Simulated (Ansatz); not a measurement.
Starting cell, ZrO$_{2}$ (fluorite):

```xyz
6
Lattice="0.0000 5.0893 5.0893 2.5447 2.5447 5.0893 2.5447 2.5447 0.0000" Properties=species:S:1:pos:R:3 pbc="T T T"
Zr     0.0000     0.0000     0.0000
Zr     2.5447     5.0893     2.5447
O      1.2723     1.2723     1.2723
O      1.2723     3.8170     3.8170
O      3.8170     8.9063     8.9063
O      3.8170     6.3617     6.3617
```

The atoms are displaced by Q × the pattern below (from a DFPT mode at X = (0.5, 0.5, 0.0), largest move 1; Q in Å), at fixed cell. (q is in reciprocal vectors of the primitive cell; the cell shown is doubled to hold the pattern.)

```csv
atom,x,y,z
O3,0.000,0.000,-1.000
O4,0.000,0.000,1.000
O5,0.000,0.000,-1.000
O6,0.000,0.000,1.000
```

Atoms not listed stay in place.

Computed with r2SCAN (plane waves to 500 eV, PAW, scalar-relativistic; Ansatz, a first-principles code). k mesh 11×11×11 (Γ-centred), Fermi-Dirac smearing 0.05 eV. The energy includes the smearing's −TS. This is a high-temperature form of ZrO2. ZrO2 is run without spin polarisation. ZrO2 was relaxed with its symmetry unable to fall. The zero of ΔE is the undisplaced structure.

```json
[
 {"Q (Å)": "-0.4400", "ΔE (meV/cell)": "467"},
 {"Q (Å)": "-0.3667", "ΔE (meV/cell)": "104"},
 {"Q (Å)": "-0.2933", "ΔE (meV/cell)": "-80"},
 {"Q (Å)": "-0.2200", "ΔE (meV/cell)": "withheld"},
 {"Q (Å)": "-0.1467", "ΔE (meV/cell)": "-88"},
 {"Q (Å)": "-0.0733", "ΔE (meV/cell)": "-28"},
 {"Q (Å)": "0.0000", "ΔE (meV/cell)": "0"},
 {"Q (Å)": "0.0733", "ΔE (meV/cell)": "-28"},
 {"Q (Å)": "0.1467", "ΔE (meV/cell)": "-88"},
 {"Q (Å)": "0.2200", "ΔE (meV/cell)": "withheld"},
 {"Q (Å)": "0.2933", "ΔE (meV/cell)": "-80"},
 {"Q (Å)": "0.3667", "ΔE (meV/cell)": "104"},
 {"Q (Å)": "0.4400", "ΔE (meV/cell)": "467"}
]
```

Task: Fit an even polynomial form (powers 2, 4, 6) to the given rows and predict ΔE at Q = 0.2200.

Result: Least squares on the 11 given rows: ΔE = (-5083)·Q² + (55040)·Q⁴ + (-84380)·Q⁶, in meV/cell with Q in Å; root-mean-square residual 2.6 meV/cell. At 0.2200 the fit gives -127 meV/cell; the calculation gives -127 meV/cell, the same to the digits shown. The quadratic term alone would give -246 meV/cell: it is negative, as the undisplaced cell is unstable along this move.

(A displaced cell: forces are minus the slopes of the energy, force constants its curvatures, and phonons follow from these.)
